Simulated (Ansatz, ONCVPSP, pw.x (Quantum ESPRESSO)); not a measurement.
pw.x on bcc Os: one setting changed

Potential: optimised norm-conserving Vanderbilt (ONCV), ONCVPSP 4.0.1, PBE; core [Kr] 4d10 4f14, reference 5s2 5p6 5d6 6s1.5 6p0.5; waves: 5s+6s: rc 1.90 bohr, ncon 4, nbas 9, qcut 5.2 1/bohr, 2 projectors; 5p+6p: rc 2.35 bohr, ncon 5, nbas 8, qcut 6.6 1/bohr, 2 projectors; 5d: rc 1.85 bohr, ncon 4, nbas 9, qcut 7.4 1/bohr, 2 projectors, debl 0.9 Ha; local part: polynomial inside 1.15 bohr (lpopt 5, dvloc0 0 Ha); core correction: Teter function, fcfact 5.25, rcfact 1.75.

The reference run (k-mesh 15³, cutoffs 50/200 Ry, Fermi–Dirac 0.01 Ry, mixing_beta 0.4, conv_thr 1e-9, no spin) gives -4.07 GPa at 14.794 Å³/atom, where all-electron LAPW gives -0.02 GPa. This run, with its own iteration cap, changes k-mesh points per axis to 4.

```
&control
  calculation='scf', prefix='x', pseudo_dir='./', outdir='./tmp', tstress=.true., disk_io='none'
/
&system
  ibrav=0, nat=1, ntyp=1, ecutwfc=50, ecutrho=200, nbnd=16,
  occupations='smearing', smearing='fd', degauss=0.01
/
&electrons
  conv_thr=1e-09, mixing_beta=0.4, electron_maxstep=60
/
ATOMIC_SPECIES
Os 1.0 Os.UPF
CELL_PARAMETERS angstrom
  -1.54647133 1.54647133 1.54647133
  1.54647133 -1.54647133 1.54647133
  1.54647133 1.54647133 -1.54647133
ATOMIC_POSITIONS crystal
Os 0.0000 0.0000 0.0000
K_POINTS automatic
4 4 4 0 0 0
```

```bash
pw.x < Os.scf.in > Os.scf.out
```

**Question.** How does the run end?

**Answer.** It converges in 9 iterations; the free energy moves by -2.6 meV/atom and the pressure by +0.79 GPa.

```
Message from routine setup:
     using ibrav=0 with symmetry is DISCOURAGED, use correct ibrav instead
     lattice parameter (alat)  =       5.0618  a.u.
     unit-cell volume          =      99.8349 (a.u.)^3
     number of electrons       =        16.00
     number of Kohn-Sham states=           16
     kinetic-energy cutoff     =      50.0000  Ry
     charge density cutoff     =     200.0000  Ry
     scf convergence threshold =      1.0E-09
     Exchange-correlation= PBE
     number of k points=     8  Fermi-Dirac smearing, width (Ry)=  0.0100
     iteration #  1     ecut=    50.00 Ry     beta= 0.40
     total energy              =    -221.26596129 Ry
     estimated scf accuracy    <       0.05900431 Ry
     iteration #  2     ecut=    50.00 Ry     beta= 0.40
     total energy              =    -221.27187105 Ry
     estimated scf accuracy    <       0.00394127 Ry
     iteration #  3     ecut=    50.00 Ry     beta= 0.40
     total energy              =    -221.27206966 Ry
     estimated scf accuracy    <       0.00062921 Ry
     iteration #  4     ecut=    50.00 Ry     beta= 0.40
     total energy              =    -221.27210123 Ry
     estimated scf accuracy    <       0.00004274 Ry
     iteration #  5     ecut=    50.00 Ry     beta= 0.40
     total energy              =    -221.27211382 Ry
     estimated scf accuracy    <       0.00000292 Ry
     iteration #  6     ecut=    50.00 Ry     beta= 0.40
     total energy              =    -221.27211342 Ry
     estimated scf accuracy    <       0.00000597 Ry
     iteration #  7     ecut=    50.00 Ry     beta= 0.40
     total energy              =    -221.27211489 Ry
     estimated scf accuracy    <       0.00000028 Ry
     iteration #  8     ecut=    50.00 Ry     beta= 0.40
     total energy              =    -221.27211497 Ry
     estimated scf accuracy    <       0.00000004 Ry
     iteration #  9     ecut=    50.00 Ry     beta= 0.40
     the Fermi energy is    24.2427 ev
!    total energy              =    -221.27211498 Ry
     estimated scf accuracy    <          1.3E-10 Ry
     smearing contrib. (-TS)   =      -0.00990002 Ry
     The total energy is F=E-TS. E is the sum of the following terms:
     one-electron contribution =     -25.44701608 Ry
     hartree contribution      =      25.45549497 Ry
     xc contribution           =     -61.87406013 Ry
     ewald contribution        =    -159.39663371 Ry
     convergence has been achieved in   9 iterations
          total   stress  (Ry/bohr**3)                   (kbar)     P=      -32.74
     Message from routine punch:
     Nothing written, as per user request (disk_io='none')
```

The run took about 1.8 s on one core of a shared host (Intel(R) Xeon(R) Platinum 8488C, 192 threads, 744 GiB, load 32).
